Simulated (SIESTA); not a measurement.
# Ag under changes of volume

One of the cells (18.154 Å³/atom); the others are scaled copies at fixed shape and fractional positions:

```
CELL_PARAMETERS angstrom
-1.65565 1.65565 1.65565
1.65565 -1.65565 1.65565
1.65565 1.65565 -1.65565
ATOMIC_POSITIONS crystal
Ag 0.00000 0.00000 0.00000
```

This isn't the form of Ag at room conditions, which is fcc.

* Program: SIESTA 5.4.2
* Functional: LDA
* Potentials or basis: PseudoDojo 0.4 standard (LDA files)
* Basis: DZP (energy shift 0.003 Ry; two zetas on semicore shells)
* Grid cutoff: 800 Ry
* Energy shift: 0.003 Ry
* k mesh: 11 × 11 × 11
* Occupations: fermi-dirac, width 0.05 eV
* Spin: no spin polarisation

| volume (Å³/atom) | energy over the lowest point (meV/atom) | pressure (GPa) |
| --- | --- | --- |
| 17.065 | 0.00 | -6.4 |
| 17.428 | 16.71 | -8.4 |
| 17.791 | 37.63 | -10.1 |
| 18.154 | 62.29 | -11.6 |
| 18.517 | 90.03 | -12.9 |
| 18.880 | 120.57 | -14.0 |
| 19.243 | ? | ? |

**Question.** What does the run at 19.243 Å³/atom give?

**Answer.** Energy over the lowest point 153.30 meV/atom; pressure -14.9 GPa.

Worked out: A Birch-Murnaghan fit of order 3 (a polynomial in V^(-2/3)) to the other rows has no minimum within the range. It gives 153.43 meV/atom at 19.243 Å³/atom, against the run's 153.30, and -dE/dV = -15.0 GPa, against -14.9.

Energies are extrapolated to zero smearing.

Caveats: short orbitals over semicore shells can move pressures by several GPa; the basis of atomic orbitals isn't converged, which shifts pressures, moduli and gaps.
